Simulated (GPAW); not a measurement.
Ag:

```xyz
1
Lattice="0.0000 2.0427 2.0427 2.0427 0.0000 2.0427 2.0427 2.0427 0.0000" Properties=species:S:1:pos:R:3 pbc="T T T"
Ag    0.0000    0.0000    0.0000
```

- Program: GPAW 26.7.0
- Task: relaxation of cell and atoms
- Functional: PBEsol
- Potentials or basis: PAW data sets generated in the run's folder for this functional
- Cutoff: 600 eV
- Basis: pw
- k mesh: 11 × 11 × 11
- Occupations: fermi-dirac, width 0.05 eV
- Spin: no spin polarisation

At the start: pressure -2.9 GPa; volume 17.05 Å³/atom.

**Question.** Where does the relaxation end?

**Answer.** Over 3 steps the energy falls by 4.1 meV/atom and the volume is 16.60 Å³/atom (-2.6 %); space group Fm-3m (No. 225, to 0.05 Å).

The path:
| step | energy change (eV) | largest force (eV/Å) | pressure (GPa) | volume (Å³) |
| --- | --- | --- | --- | --- |
| 1 | 0.0000 | 0.0000 | -2.87 | 17.05 |
| 2 | -0.0031 | 0.0000 | -1.46 | 16.83 |
| 3 | -0.0041 | 0.0000 | 0.08 | 16.60 |

Final structure:
```xyz
1
Lattice="0.0000 2.0249 2.0249 2.0249 0.0000 2.0249 2.0249 2.0249 0.0000" Properties=species:S:1:pos:R:3 pbc="T T T"
Ag    0.0000    0.0000    0.0000
```

Caveat: later steps reuse the first step's grids.
